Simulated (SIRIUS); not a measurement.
# KTaO3: equation of state with PBE

Crystal: KTaO3.

```xyz
5
Lattice="3.9883 0.0000 0.0000 0.0000 3.9883 0.0000 0.0000 0.0000 3.9883" Properties=species:S:1:pos:R:3 pbc="T T T"
Ta    0.0000    0.0000    0.0000
K     1.9942    1.9942    1.9942
O     0.0000    0.0000    1.9942
O     0.0000    1.9942    0.0000
O     1.9942    0.0000    0.0000
```

| Quantity | Value |
| --- | --- |
| Program | SIRIUS 7.10.0 |
| Task | equation of state |
| Functional | PBE |
| Potentials or basis | PseudoDojo 0.4.1 PBE standard (scalar relativistic) |
| Cutoff | 1152 eV |
| Density cutoff | 4606 eV |
| k mesh | 7 × 7 × 7 |
| Occupations | fermi-dirac, width 0.05 eV |
| Spin | no spin polarisation |
| Libxc names | ["XC_GGA_X_PBE", "XC_GGA_C_PBE"] |

```
Equilibrium volume                      : 12.97 Å³/atom
Bulk modulus                            : 188 GPa
Pressure derivative of the bulk modulus : 4.4
```

Energy against volume, from the lowest point:
| volume (Å³/atom) | energy (meV/atom) |
| --- | --- |
| 11.927 | 57.43 |
| 12.180 | 31.68 |
| 12.434 | 14.06 |
| 12.688 | 3.75 |
| 12.942 | 0.00 |
| 13.196 | 2.15 |
| 13.449 | 9.61 |

All runs of the series together: 16 min on 1 thread of Arm Neoverse V2, on a shared host.

The run has no spin-orbit coupling, so splittings on Ta are missing. PBE usually gives volumes a little too large and moduli too small.
